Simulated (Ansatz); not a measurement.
**GaP**

```
CELL_PARAMETERS angstrom
0.00000 2.72525 2.72525
2.72525 0.00000 2.72525
2.72525 2.72525 0.00000
ATOMIC_POSITIONS crystal
Ga 0.00000 0.00000 0.00000
P 0.75000 0.75000 0.75000
```

Atoms are numbered in the order listed.

The cell is COD entry 9008846, as deposited and not checked against the literature; nothing was relaxed.

All numbers are computed: DFT, PBEsol, all-electron LAPW, scalar-relativistic (Ansatz 0.2.0); DFT, PBEsol, PAW with Ansatz's default frozen-core files, scalar-relativistic (Ansatz 0.2.0).

For LAPW: a Γ-centred 12×12×12 k mesh, Fermi–Dirac smearing of 0.08 eV, basis error target 0.5 meV/atom, no spin polarisation. PAW takes a cutoff of 420 eV at this cell (files made with PBE, cores remade for this functional). The Ansatz runs share mesh, smearing and spin set-up. Values come from LAPW unless marked.

```yaml
Smallest_direct_gap_on_the_path: 1.75 eV
Bader_charges_from_the_PAW_run: Ga1 +0.80, P2 -0.80 e
Volume_per_atom: 20.24 Å³
```

**Question.** Predict this quantity. Löwdin charges (with 0.05 e of the cell spilling out of the atomic basis, so their sizes and signs hang on that basis).

**Answer.** Ga1 0.07, P2 -0.03 e.

**Question.** Pressure at this cell: what does the calculation give?

**Answer.** -5.7 kbar.

**Question.** Band gap: what does the calculation give?

**Answer.** 1.47 eV, indirect from Γ to the line Γ–X (-0.5, -0.5, 0).
